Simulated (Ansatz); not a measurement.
## Two-dimensional strain map in BaS

The calculation used DFT r2SCAN, scalar-relativistic, plane waves, PAW in Ansatz. Cutoff 500 eV, Γ-centred 6×6×6 k-points, Gaussian smearing of 0.05 eV. Spin–orbit coupling is left out, which matters for the heavy elements here. No spin polarisation. Energies are free energies at this smearing, counted from the undisturbed cell; pressure is positive in compression.

Reference structure (as given, not relaxed at this level; it stands at 0.8 GPa):

```
Ba S
1.0
     0.00000    3.19375    3.19375
     3.19375    0.00000    3.19375
     3.19375    3.19375    0.00000
Ba S
1 1
Direct
  0.00000 0.00000 0.00000
  0.50000 0.50000 0.50000
```

The cell is strained by p along both x and y and by q along z, fractional coordinates fixed. Points are written (p, q).

Energy above the undisturbed cell in meV/atom (a dash: not computed):

| p \ q | -0.080 | -0.040 | 0.000 | 0.040 | 0.080 |
| --- | --- | --- | --- | --- | --- |
| -0.080 | 409.4 | 300.5 | 250.3 | 237.3 | 246.8 |
| -0.040 | 197.0 | – | 60.8 | – | 76.8 |
| 0.000 | 112.1 | 27.3 | 0.0 | 8.1 | 37.0 |
| 0.040 | 109.1 | – | 21.7 | – | 80.5 |
| 0.080 | 157.0 | 97.3 | 94.1 | 125.1 | 175.2 |

Pressure in GPa:

```csv
p \ q,-0.080,-0.040,0.000,0.040,0.080
-0.080,21.5,16.9,13.6,11.3,9.7
-0.040,12.5,–,5.7,–,2.6
0.000,6.7,3.2,0.8,-0.8,-1.8
0.040,3.1,–,-2.2,–,-4.4
0.080,0.7,-2.1,-4.0,-5.2,-5.9
```

Gap on the k-mesh in eV:

| p \ q | -0.080 | -0.040 | 0.000 | 0.040 | 0.080 |
| --- | --- | --- | --- | --- | --- |
| -0.080 | 1.81 | 1.85 | 1.90 | 1.97 | 2.04 |
| -0.040 | 1.93 | – | 2.35 | – | 2.42 |
| 0.000 | 2.02 | 2.34 | 2.55 | 2.56 | 2.59 |
| 0.040 | 2.06 | – | 2.56 | – | 2.69 |
| 0.080 | 2.09 | 2.38 | 2.57 | 2.68 | 2.76 |